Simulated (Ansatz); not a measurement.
## From the elastic tensor of CdS to moduli and sound speeds

Theory: DFT PBE, scalar-relativistic, plane waves, PAW (Ansatz 0.2.0). Cutoff 420 eV, 8×8×8 k-points (Γ-centred), fixed occupations. No spin polarisation.

It takes space group F-43m (No. 216, cubic). The conventional cell has a = 5.926 Å, b = 5.926 Å, c = 5.926 Å, α = 90.00°, β = 90.00°, γ = 90.00°. Cd (site symmetry -43m) is surrounded by 4 S at 2.57 Å. S (site symmetry -43m) is surrounded by 4 Cd at 2.57 Å.

Relaxed-ion constants (GPa, on the Cartesian axes of the calculation):
C11 = 66.6, C12 = 46.9, C13 = 46.9, C22 = 66.6, C23 = 46.9, C33 = 66.6, C44 = 25.8, C55 = 25.8, C66 = 25.8 GPa; the others vanish.

Density 4.610 g/cm³; 2 atoms in 52.04 Å³.

The values that follow are for a polycrystal of randomly turned grains, by Hill's mean where one number stands. In a crystal this anisotropic the Voigt and Reuss bounds lie far apart, so Hill's mean and the sound speeds and Debye temperature from it are rough.

With S = C⁻¹: B_V = (C11+C22+C33+2(C12+C13+C23))/9, G_V = (C11+C22+C33−C12−C13−C23+3(C44+C55+C66))/15, 1/B_R = S11+S22+S33+2(S12+S13+S23), 15/G_R = 4(S11+S22+S33−S12−S13−S23)+3(S44+S55+S66); Hill is their mean. Then v_l = √((B+4G/3)/ρ), v_t = √(G/ρ), v_m = [(2/v_t³+1/v_l³)/3]^(−1/3) and Θ = (ħ/k_B)·v_m·(6π²n/V)^(1/3) for n atoms in the volume V; E = 9BG/(3B+G), ν = (3B−2G)/(2(3B+G)) and A^U = 5G_V/G_R + B_V/B_R − 6.

* Bulk modulus, Voigt / Reuss / Hill: 53.5 / 53.5 / 53.5 GPa
* Shear modulus, Voigt / Reuss / Hill: 19.4 / 15.7 / 17.5 GPa
* Young's modulus: 47 GPa
* Poisson ratio: 0.352
* Pugh ratio B/G: 3.05
* Universal anisotropy index: 1.20
* Longitudinal and transverse sound speeds: 4083 and 1950 m/s
* Debye temperature from the mean sound speed: 220 K

This zinc-blende form isn't the usual stable structure of the compound.

Cost: 1 run of about 1.4 core-minutes, on Arm Neoverse V2 (shared hosts).